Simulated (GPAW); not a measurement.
Te2Mo:

```
Te Mo
1.0
     3.51820    0.00000    0.00000
    -1.75910    3.04685    0.00000
     0.00000    0.00000   13.97360
Te Mo
4 2
Direct
  0.66667 0.33333 0.37900
  0.33333 0.66667 0.62100
  0.33333 0.66667 0.87900
  0.66667 0.33333 0.12100
  0.66667 0.33333 0.75000
  0.33333 0.66667 0.25000
```

| Property | Result |
| --- | --- |
| Program | GPAW 26.7.0 |
| Task | relaxation of cell and atoms |
| Functional | PBEsol |
| Potentials or basis | PAW data sets generated in the run's folder for this functional |
| Cutoff | 600 eV |
| Basis | pw |
| k mesh | 5 × 5 × 2 |
| Occupations | fermi-dirac, width 0.05 eV |
| Spin | no spin polarisation |

At the start: pressure -1.7 GPa; volume 24.96 Å³/atom.

Task: How do energy, volume and symmetry change on relaxing?

Result: Over 13 steps the energy falls by 2.5 meV/atom and the volume is 24.41 Å³/atom (-2.2 %); space group P6_3/mmc (No. 194, to 0.05 Å).

The path:
| step | energy change (eV) | largest force (eV/Å) | pressure (GPa) | volume (Å³) |
| --- | --- | --- | --- | --- |
| 1 | 0.0000 | 0.1635 | -1.73 | 149.79 |
| 2 | -0.0041 | 0.1066 | -1.41 | 149.50 |
| 3 | -0.0103 | 0.0768 | -0.32 | 148.47 |
| 4 | -0.0109 | 0.0785 | -0.26 | 148.33 |
| 5 | -0.0150 | 0.0271 | 0.07 | 146.94 |
| 6 | -0.0150 | 0.0084 | 0.00 | 146.93 |
| 7 | -0.0150 | 0.0033 | -0.03 | 146.94 |
| 8 | -0.0151 | 0.0003 | -0.05 | 146.94 |
| 9 | -0.0151 | 0.0076 | -0.08 | 146.91 |
| 10 | -0.0151 | 0.0143 | -0.11 | 146.82 |
| 11 | -0.0152 | 0.0160 | -0.10 | 146.64 |
| 12 | -0.0152 | 0.0091 | -0.05 | 146.50 |
| 13 | -0.0152 | 0.0020 | -0.01 | 146.46 |

Final structure:
```cif
data_structure
_symmetry_space_group_name_H-M 'P 1'
_symmetry_Int_Tables_number 1
_cell_length_a 3.4890
_cell_length_b 3.4890
_cell_length_c 13.8927
_cell_angle_alpha 90.000
_cell_angle_beta 90.000
_cell_angle_gamma 120.000
_cell_volume 146.46
loop_
_atom_site_label
_atom_site_type_symbol
_atom_site_fract_x
_atom_site_fract_y
_atom_site_fract_z
_atom_site_occupancy
Te1 Te 0.66667 0.33333 0.37962 1
Te2 Te 0.33333 0.66667 0.62038 1
Te3 Te 0.33333 0.66667 0.87962 1
Te4 Te 0.66667 0.33333 0.12038 1
Mo1 Mo 0.66667 0.33333 0.75000 1
Mo2 Mo 0.33333 0.66667 0.25000 1
```

Caveat: the k mesh is coarse; later steps reuse the first step's grids; this functional lacks dispersion, which binds the layers, so the pressure and a relaxed spacing across them are unreliable.
